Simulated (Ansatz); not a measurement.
# Cu: relaxation of cell and atoms with B3LYP

The system is Cu.

```
CELL_PARAMETERS angstrom
-0.00443 1.78843 1.83853
1.82291 -0.01749 1.85160
1.78282 1.76140 0.02260
ATOMIC_POSITIONS crystal
Cu 0.00000 0.00000 0.00000
```

The cell isn't the ideal one: cell sheared at random, sigma 0.01, atoms nudged by 0.01 Å.

```
Program             : Ansatz 0.2.0
Task                : relaxation of cell and atoms
Functional          : B3LYP
Potentials or basis : Ansatz PAW
Cutoff              : 420 eV (not typed: the program's choice for these potentials)
k mesh              : 7 × 6 × 7
Occupations         : fermi-dirac, width 0.05 eV
Spin                : no spin polarisation
```

| Property | Result |
| --- | --- |
| Relaxed volume | 12.57 Å³/atom |
| Relaxed cell | a = 2.597 Å, b = 2.599 Å, c = 2.601 Å, α = 61.08°, β = 59.38°, γ = 61.24° |
| Space group after relaxing (to 0.05 Å) | C2/m (No. 12) |
| Energy gained by relaxing | 23.5 meV/atom |
| Ionic steps | 11 |
| Pressure after relaxing | 0.0 GPa |
| Band gap on the k mesh | none (metal or under the smearing width) |

Step by step:
```csv
step,energy change (eV),largest force (eV/Å),volume (Å³)
1,0.0000,0.0000,11.81
2,-0.0147,0.0000,12.14
3,-0.0212,0.0000,12.52
4,-0.0219,0.0000,12.58
5,-0.0227,0.0000,12.54
6,-0.0229,0.0000,12.57
7,-0.0229,0.0000,12.57
8,-0.0229,0.0000,12.58
9,-0.0235,0.0000,12.58
10,-0.0235,0.0000,12.57
11,-0.0235,0.0000,12.57
```

Final structure:
```cif
data_structure
_symmetry_space_group_name_H-M 'P 1'
_symmetry_Int_Tables_number 1
_cell_length_a 2.5971
_cell_length_b 2.5987
_cell_length_c 2.6014
_cell_angle_alpha 61.081
_cell_angle_beta 59.381
_cell_angle_gamma 61.238
_cell_volume 12.57
loop_
_atom_site_label
_atom_site_type_symbol
_atom_site_fract_x
_atom_site_fract_y
_atom_site_fract_z
_atom_site_occupancy
Cu1 Cu 0.00000 0.00000 0.00000 1
```

Levels at points of the mesh, in eV from the Fermi level:
| k point | band 7 | band 8 | band 9 | band 10 | band 11 | band 12 | band 13 | band 14 |
| --- | --- | --- | --- | --- | --- | --- | --- | --- |
| (0.00, 0.00, 0.00) | -4.02 | -3.99 | -3.37 | -3.26 | 23.80 | 25.42 | 26.20 | 26.45 |
| (0.00, -0.50, 0.00) | -4.06 | -2.69 | -2.65 | -0.75 | 4.22 | 22.37 | 23.24 | 23.61 |

It took 2.8 min on 1 × NVIDIA H100 80GB HBM3 with 2 threads of AMD EPYC 7R13 Processor (Zen 3), on a shared host, peak memory 1.8 GiB.

Caveat: the k mesh is coarse (spacing up to 0.50 Å⁻¹), so the values aren't converged, least of all with exact exchange; the plane-wave basis is chosen anew once the cell has moved, so the energies of steps on either side of that aren't comparable; the PAW data sets come from PBE, with cores solved anew for the run's functional, which leaves a small shift of forces and pressure. Zero-point motion and thermal expansion aren't in these numbers.
